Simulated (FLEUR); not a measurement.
A run of FLEUR MaX-R8.1 (later development tree) is set up as follows.

The input inp.xml:

```xml
<?xml version="1.0" encoding="UTF-8" standalone="no"?>
<fleurInput fleurInputVersion="0.39">
   <comment>
      Si                                                                                                  
   </comment>
   <calculationSetup>
      <cutoffs Kmax="4.54" Gmax="14.1" GmaxXC="14.1" numbands="0"/>
      <scfLoop itmax="80" minDistance="0.0001" maxIterBroyd="30" imix="Anderson" alpha="0.05" precondParam="0.0" spinf="2.0" sdNocoIR="T"/>
      <coreElectrons ctail="F" frcor="F" kcrel="0" coretail_lmax="0"/>
      <xcFunctional name="LibXC" relativisticCorrections="F">
         <LibXCName exchange="mgga_x_r2scan" correlation="mgga_c_r2scan"/>
         <AuxGGA exchange="117" correlation="130"/>
      </xcFunctional>
      <magnetism jspins="1"/>
      <soc l_soc="F" theta="0.0" phi="0.0" spav="F"/>
      <expertModes spex="0" secvar="F"/>
      <geometryOptimization l_f="F" forcealpha="1.0" forcemix="BFGS" epsdisp="0.00001" epsforce="0.00001"/>
      <ldaU l_linMix="F" mixParam="0.05" spinf="1.0"/>
   </calculationSetup>
   <cell>
      <bzIntegration valenceElectrons="24.0" mode="hist" fermiSmearingEnergy="0.00183747">
         <kPointListSelection listName="default-1"/>
         <!-- k-points included here -->
         <xi:include xmlns:xi="http://www.w3.org/2001/XInclude" href="kpts.xml"> </xi:include>
      </bzIntegration>
      <!-- symmetry operations included here -->
      <xi:include xmlns:xi="http://www.w3.org/2001/XInclude" href="sym.xml"> </xi:include>
      <bulkLattice scale="1.0">
         <bravaisMatrix>
            <row-1>   -4.4812441949665560     4.4812441949665560     2.5119475338206350</row-1>
            <row-2>    4.4812441949665560    -4.4812441949665560     2.5119475338206350</row-2>
            <row-3>    4.4812441949665560     4.4812441949665560    -2.5119475338206350</row-3>
         </bravaisMatrix>
      </bulkLattice>
   </cell>
   <atomSpecies>
      <species name="Silicon (Si)" element="Si" atomicNumber="14">
         <mtSphere radius="2.16" gridPoints="715" logIncrement="0.016"/>
         <atomicCutoffs lmax="9" lnonsphr="9"/>
         <electronConfig flipSpins="F">
            <coreConfig>(1s1/2)</coreConfig>
            <valenceConfig>(2s1/2) (2p1/2) (2p3/2) (3s1/2) (3p1/2) (3p3/2)</valenceConfig>
            <stateOccupation state="(3p1/2)" spinUp="0.333333" spinDown="0.333333"/>
            <stateOccupation state="(3p3/2)" spinUp="0.666667" spinDown="0.666667"/>
         </electronConfig>
         <energyParameters s="3" p="3" d="3" f="4"/>
         <lo type="SCLO" l="0" n="2" eDeriv="0"/>
         <lo type="SCLO" l="1" n="2" eDeriv="0"/>
         <lo type="SCLO" l="2" n="3" eDeriv="2"/>
         <lo type="SCLO" l="3" n="4" eDeriv="2"/>
      </species>
   </atomSpecies>
   <atomGroups>
      <atomGroup species="Silicon (Si)">
         <relPos label="                   1">-3.000/8.000 3.000/8.000 -1.000/4.000</relPos>
         <relPos label="                   2">3.000/8.000 -3.000/8.000 1.000/4.000</relPos>
         <force calculate="T" relaxXYZ="TTT"/>
      </atomGroup>
   </atomGroups>
   <output dos="F" band="F" slice="F">
      <checks vchk="F" cdinf="F"/>
      <bandDOS minEnergy="-.5*Htr" maxEnergy="0.5*Htr" sigma="0.015" storeEVData="T"/>
      <vacuumDOS vacdos="F" integ="F" star="F" nstars="0" locx1="0.0" locy1="0.0" locx2="0.0" locy2="0.0" nstm="0" tworkf="0.0"/>
      <unfoldingBand unfoldBand="F" supercellX="1" supercellY="1" supercellZ="1"/>
      <plotting iplot="0" polar="F">
         <plot TwoD="T" vec1="  1.0  0.0  0.0" vec2="  0.0  1.0  0.0" vec3="  0.0  0.0  1.0" zero="  0.0  0.0  0.0" file="plot"/>
      </plotting>
      <chargeDensitySlicing numkpt="0" minEigenval="0.0" maxEigenval="0.0" nnne="0" pallst="F"/>
      <specialOutput eonly="F"/>
      <moessbauerParams electricFieldGradient="T" isomerShift="T" coreHyperfine="T" valenceHyperfine="T"/>
      <magneticCircularDichroism mcd="F" energyLo="-10.0" energyUp="0.0"/>
   </output>
  <!-- We include the file relax.xml here to enable relaxations (see documentation) -->
  <xi:include xmlns:xi="http://www.w3.org/2001/XInclude" href="relax.xml"> <xi:fallback/> </xi:include>
</fleurInput>
```

File crystal.txt:

```
Si
&input cartesian=F /
-2.3713723045  2.3713723045  1.3292653899
2.3713723045  -2.3713723045  1.3292653899
2.3713723045  2.3713723045  -1.3292653899
1.8897261246
1.0 1.0 1.0

2
14 0.5000000000  0.5000000000  0.0000000000
14 0.2500000000  0.7500000000  0.5000000000

&kpt div1=11 div2=11 div3=11 gamma=T /
```

inp.xml (bands)

```
<?xml version="1.0" encoding="UTF-8" standalone="no"?>
<fleurInput fleurInputVersion="0.39">
   <comment>
      Si                                                                                                  
   </comment>
   <calculationSetup>
      <cutoffs Kmax="4.54" Gmax="14.1" GmaxXC="14.1" numbands="0"/>
      <scfLoop itmax="80" minDistance="0.0001" maxIterBroyd="30" imix="Anderson" alpha="0.05" precondParam="0.0" spinf="2.0" sdNocoIR="T"/>
      <coreElectrons ctail="F" frcor="F" kcrel="0" coretail_lmax="0"/>
      <xcFunctional name="LibXC" relativisticCorrections="F">
         <LibXCName exchange="mgga_x_r2scan" correlation="mgga_c_r2scan"/>
         <AuxGGA exchange="117" correlation="130"/>
      </xcFunctional>
      <magnetism jspins="1"/>
      <soc l_soc="F" theta="0.0" phi="0.0" spav="F"/>
      <expertModes spex="0" secvar="F"/>
      <geometryOptimization l_f="F" forcealpha="1.0" forcemix="BFGS" epsdisp="0.00001" epsforce="0.00001"/>
      <ldaU l_linMix="F" mixParam="0.05" spinf="1.0"/>
   </calculationSetup>
   <cell>
      <bzIntegration valenceElectrons="24.0" mode="hist" fermiSmearingEnergy="0.00183747">
         <kPointListSelection listName="path-1"/>
         <!-- k-points included here -->
         <xi:include xmlns:xi="http://www.w3.org/2001/XInclude" href="kpts.xml"> </xi:include>
      </bzIntegration>
      <!-- symmetry operations included here -->
      <xi:include xmlns:xi="http://www.w3.org/2001/XInclude" href="sym.xml"> </xi:include>
      <bulkLattice scale="1.0">
         <bravaisMatrix>
            <row-1>   -4.4812441949665560     4.4812441949665560     2.5119475338206350</row-1>
            <row-2>    4.4812441949665560    -4.4812441949665560     2.5119475338206350</row-2>
            <row-3>    4.4812441949665560     4.4812441949665560    -2.5119475338206350</row-3>
         </bravaisMatrix>
      </bulkLattice>
   </cell>
   <atomSpecies>
      <species name="Silicon (Si)" element="Si" atomicNumber="14">
         <mtSphere radius="2.16" gridPoints="715" logIncrement="0.016"/>
         <atomicCutoffs lmax="9" lnonsphr="9"/>
         <electronConfig flipSpins="F">
            <coreConfig>(1s1/2)</coreConfig>
            <valenceConfig>(2s1/2) (2p1/2) (2p3/2) (3s1/2) (3p1/2) (3p3/2)</valenceConfig>
            <stateOccupation state="(3p1/2)" spinUp="0.333333" spinDown="0.333333"/>
            <stateOccupation state="(3p3/2)" spinUp="0.666667" spinDown="0.666667"/>
         </electronConfig>
         <energyParameters s="3" p="3" d="3" f="4"/>
         <lo type="SCLO" l="0" n="2" eDeriv="0"/>
         <lo type="SCLO" l="1" n="2" eDeriv="0"/>
         <lo type="SCLO" l="2" n="3" eDeriv="2"/>
         <lo type="SCLO" l="3" n="4" eDeriv="2"/>
      </species>
   </atomSpecies>
   <atomGroups>
      <atomGroup species="Silicon (Si)">
         <relPos label="                   1">-3.000/8.000 3.000/8.000 -1.000/4.000</relPos>
         <relPos label="                   2">3.000/8.000 -3.000/8.000 1.000/4.000</relPos>
         <force calculate="T" relaxXYZ="TTT"/>
      </atomGroup>
   </atomGroups>
   <output dos="F" band="T" slice="F">
      <checks vchk="F" cdinf="F"/>
      <bandDOS minEnergy="-.5*Htr" maxEnergy="0.5*Htr" sigma="0.015" storeEVData="T"/>
      <vacuumDOS vacdos="F" integ="F" star="F" nstars="0" locx1="0.0" locy1="0.0" locx2="0.0" locy2="0.0" nstm="0" tworkf="0.0"/>
      <unfoldingBand unfoldBand="F" supercellX="1" supercellY="1" supercellZ="1"/>
      <plotting iplot="0" polar="F">
         <plot TwoD="T" vec1="  1.0  0.0  0.0" vec2="  0.0  1.0  0.0" vec3="  0.0  0.0  1.0" zero="  0.0  0.0  0.0" file="plot"/>
      </plotting>
      <chargeDensitySlicing numkpt="0" minEigenval="0.0" maxEigenval="0.0" nnne="0" pallst="F"/>
      <specialOutput eonly="F"/>
      <moessbauerParams electricFieldGradient="T" isomerShift="T" coreHyperfine="T" valenceHyperfine="T"/>
      <magneticCircularDichroism mcd="F" energyLo="-10.0" energyUp="0.0"/>
   </output>
  <!-- We include the file relax.xml here to enable relaxations (see documentation) -->
  <xi:include xmlns:xi="http://www.w3.org/2001/XInclude" href="relax.xml"> <xi:fallback/> </xi:include>
</fleurInput>
```

Potentials or basis: all-electron, FLAPW.

Command:

```bash
$ inpgen -f crystal.txt -profile fastHighL
$ # inp.xml edited to the form shown
$ fleur_MPI
$ fleur_MPI   # second run, on inp.xml (bands)
```

**Question.** What does it give for the band gap along the path?

**Answer.** None (metal or under the smearing width).

Levels at the corners of the path, in eV from the Fermi level:
```tsv
point	band 9	band 10	band 11	band 12	band 13	band 14	band 15	band 16
Γ	-14.70	-2.69	-2.69	-1.69	1.82	7.90	9.69	9.69
X	-11.35	-11.35	0.34	0.34	3.04	3.04	8.74	8.74
M	-8.72	-8.72	-7.26	-7.26	5.86	5.86	14.32	14.32
Γ	-14.70	-2.69	-2.69	-1.69	1.82	7.90	9.69	9.69
Z	-6.70	-6.22	-4.99	-4.93	-4.93	6.69	6.69	6.79
P	-6.65	-6.65	-5.55	-5.55	4.40	4.40	6.64	6.64
N	-8.15	-7.32	-2.31	-2.00	-1.50	1.18	4.94	5.90
Z1	-6.70	-6.22	-4.99	-4.93	-4.93	6.69	6.69	6.79
M	-8.72	-8.72	-7.26	-7.26	5.86	5.86	14.32	14.32
X	-11.35	-11.35	0.34	0.34	3.04	3.04	8.74	8.74
P	-6.65	-6.65	-5.55	-5.55	4.40	4.40	6.64	6.64
```

Caveat: the meta-GGA is that of a development version, with a GGA for the radial functions and cores and without core tails.
